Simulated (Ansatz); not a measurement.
ZnS (Wurtzite-6H):

```
Zn S
1.0
     3.81200    0.00000    0.00000
    -1.90600    3.30129    0.00000
     0.00000    0.00000   18.68999
Zn S
6 6
Direct
  0.33333 0.66667 0.83333
  0.66667 0.33333 0.33333
  0.66667 0.33333 0.66667
  0.33333 0.66667 0.16667
  0.00000 0.00000 0.50000
  0.00000 0.00000 0.00000
  0.33333 0.66667 0.95833
  0.66667 0.33333 0.45833
  0.66667 0.33333 0.79167
  0.33333 0.66667 0.29167
  0.00000 0.00000 0.62500
  0.00000 0.00000 0.12500
```

* Program: Ansatz 0.2.0
* Task: relaxation of cell and atoms
* Functional: LDA
* Potentials or basis: Ansatz PAW
* Cutoff: 420 eV (not typed: the program's choice for these potentials)
* k mesh: 8 × 8 × 2
* Occupations: fermi-dirac, width 0.05 eV
* Spin: no spin polarisation

At the start: volume 19.60 Å³/atom.

Task: Where does the relaxation end?

Result: It ends after 5 steps and the volume is 18.58 Å³/atom (-5.2 %); space group P6_3mc (No. 186, to 0.05 Å).

Step by step:
```tsv
step	energy change (eV)	largest force (eV/Å)	volume (Å³)
1	0.0000	0.0276	235.20
2	-0.1432	0.0107	227.53
3	-0.1692	0.0039	222.48
4	-0.1693	0.0012	222.92
5	-0.1656	0.0012	222.92
```

Final structure:
```
Zn S
1.0
     3.74283    0.00000    0.00000
    -1.87142    3.24139    0.00000
     0.00000    0.00000   18.37480
Zn S
6 6
Direct
  0.33333 0.66667 0.83330
  0.66667 0.33333 0.33330
  0.66667 0.33333 0.66688
  0.33333 0.66667 0.16688
  0.00000 0.00000 0.50003
  0.00000 0.00000 0.00003
  0.33333 0.66667 0.95809
  0.66667 0.33333 0.45809
  0.66667 0.33333 0.79162
  0.33333 0.66667 0.29162
  0.00000 0.00000 0.62509
  0.00000 0.00000 0.12509
```

Caveat: the plane-wave basis is chosen anew once the cell has moved, so the energies of steps on either side of that aren't comparable; the PAW data sets come from PBE, with cores solved anew for the run's functional, which leaves a small shift of forces and pressure.
